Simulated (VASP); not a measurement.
Write the native input for VASP 6.6.1 that does the following.

```
Task                   : single point
Functional             : PBEsol
Potentials or basis    : VASP PAW PBE potentials, release 64 (Al)
Cutoff                 : 700 eV
k mesh                 : 18 × 18 × 18
Occupations            : gaussian, width 0.1 eV
Spin                   : no spin polarisation
Further INCAR settings : ALGO = Normal; EDIFF = 1e-06
```

The structure of Al lies in POSCAR:

```
Al
1.0
    0.0000000000      2.0080400000      2.0080400000
    2.0080400000      0.0000000000      2.0080400000
    2.0080400000      2.0080400000      0.0000000000
Al
1
Direct
    0.0000000000      0.0000000000      0.0000000000
```

One way to write it, as run:

INCAR

```
  PREC = Accurate
  ENCUT = 700
  EDIFF = 1E-6
  ISMEAR = 0
  SIGMA = 0.1
  LREAL = F
  LASPH = T
  NELM = 80
  ALGO = Normal
  ISIF = 2
  LWAVE = F
  LCHARG = F
  GGA = PS
```

KPOINTS

```
regular mesh
0
Gamma
  18 18 18
```

Potentials or basis: VASP PAW PBE potentials, release 64 (Al).

Run with:

```bash
$ cat potpaw_PBE.64/Al/POTCAR > POTCAR
$ mpirun -np 1 vasp_std > vasp.out
```

Results of the run:

- Pressure: 0.0 GPa
- Band gap on the k mesh: none (metal or under the smearing width)

Caveat: the PAW data sets were made with another functional, which shifts forces and pressure a little.

Wall time 8.1 s on 1 thread of Intel(R) Xeon(R) 6975P-C (Granite Rapids), with other jobs on the host, peak memory 0.16 GiB.
